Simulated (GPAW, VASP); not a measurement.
This is a calculation of MnO for GPAW 26.7.0 (ASE script). The cell is a database's computed one, not the measured one.

Contents of run.py:

```python
from ase.dft.bandgap import bandgap
from ase.io import read, write
from ase.units import GPa
from gpaw import GPAW, PW

atoms = read('POSCAR')
atoms.set_initial_magnetic_moments([4.0, 0.0])

calc = GPAW(mode=PW(800),
            xc='LDA',
            kpts={'size': (10, 10, 10), 'gamma': True},
            occupations={'name': 'methfessel-paxton', 'order': 0, 'width': 0.05},
            nbands=21,
            convergence={'density': 1e-05, 'energy': 1e-05},
            maxiter=150,
            txt='gpaw.txt')
atoms.calc = calc
energy = atoms.get_potential_energy()
forces = atoms.get_forces()
stress = atoms.get_stress()
calc.write('gs.gpw')
write('result.traj', atoms)
print(f'Energy: {energy:.6f} eV')
print('Forces (eV/A):')
print(forces.round(4))
print('Stress (GPa):', (stress / GPa).round(3))
print('Moments:', calc.get_magnetic_moments().round(3))
print('Fermi level:', round(calc.get_fermi_level(), 4), 'eV')
print(f'Gap: {bandgap(calc)[0]:.4f} eV, direct: {bandgap(calc, direct=True)[0]:.4f} eV')
```

Contents of POSCAR:

```
MnO
1.0
    0.0000000000      2.2239077028      2.2239077028
    2.2239077028      0.0000000000      2.2239077028
    2.2239077028      2.2239077028      0.0000000000
Mn O
1 1
Direct
    0.0000000000      0.0000000000      0.0000000000
    0.5000000000      0.5000000000      0.5000000000
```

Potentials or basis: the program's PAW data sets (release 1.2.1) made for this functional, pw.

The run is started by

```console
$ OMP_NUM_THREADS=1 python run.py
```

Q: Set up the same calculation for VASP 6.6.1. Potentials or basis there: LDA PAW files Mn_pv, O, 520 eV.

A: As run (cutoffs and basis follow the program's own potentials, and thresholds, step limits or extra output files can differ):

Contents of INCAR:

```
SYSTEM = MnO
PREC = Accurate
ENCUT = 520
EDIFF = 1E-7
ISMEAR = 0
SIGMA = 0.05
LREAL = .False.
LASPH = .True.
NELM = 100
ALGO = Normal
ISIF = 2
LWAVE = .False.
LCHARG = .False.
ISPIN = 2
MAGMOM = 4 0
LORBIT = 11
LMAXMIX = 4
GGA = CA
NBANDS = 20
```

Contents of KPOINTS:

```
regular mesh
0
Gamma
  10 10 10
  0 0 0
```

Contents of POSCAR:

```
MnO
3.1451
    0.000000000000      0.707102382373      0.707102382373
    0.707102382373      0.000000000000      0.707102382373
    0.707102382373      0.707102382373      0.000000000000
Mn O
1 1
Direct
    0.0000000000      0.0000000000      0.0000000000
    0.5000000000      0.5000000000      0.5000000000
```

Potentials or basis: VASP PAW LDA potentials, release 64 (Mn_pv, O).

Command:

```console
$ cat potpaw_LDA.64/Mn_pv/POTCAR potpaw_LDA.64/O/POTCAR > POTCAR
$ mpirun -np 1 vasp_std > vasp.out
```

Both were run:

|  | GPAW | VASP |
| --- | --- | --- |
| Pressure | -16.0 GPa | -17.8 GPa |
| Net moment | 4.53 μB per cell | 4.52 μB per cell |

The potentials hold 21 and 19 valence electrons a cell.

The two programs' LDA may be different fits to the electron gas.

The magnetic state is the one that the start led to; the real crystal's order can differ.

The cell lies far from this level's equilibrium.

Pressure is positive in compression.
